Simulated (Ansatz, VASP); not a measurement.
# Ag: VASP beside Ansatz

```xyz
2
Lattice="2.8702 0.0000 0.0000 -1.4351 2.4857 0.0000 0.0000 0.0000 4.6922" Properties=species:S:1:pos:R:3 pbc="T T T"
Ag    1.4351    0.8286    3.5192
Ag    0.0000    1.6571    1.1731
```

Change from the starting cell: volume scaled by 0.94.

Alike in both runs: task single point; functional PBE; k mesh 10 × 10 × 6; occupations fermi-dirac, width 0.05 eV; no spin polarisation.

|  | VASP | Ansatz |
| --- | --- | --- |
| version | VASP 6.6.1 | Ansatz 0.2.0 |
| potentials or method | VASP PAW PBE potentials, release 64 (Ag), cutoff 520 eV | all-electron LAPW, scalar-relativistic |

Ansatz gave:

| Property | Result |
| --- | --- |
| gap on the k mesh at the Fermi level (eV) | none |
| pressure (GPa) | 7.5 |
| largest component of the traceless stress (GPa) | 0.45 |

Q: Estimate VASP's values.

A: gap on the k mesh at the Fermi level (eV): none; pressure (GPa): 7.3; largest component of the traceless stress (GPa): 0.45.

A gap of «none» marks a metal or a gap that the smearing closes. Ansatz ran all-electron here, so the differences hold the error of VASP's frozen core and of both bases.
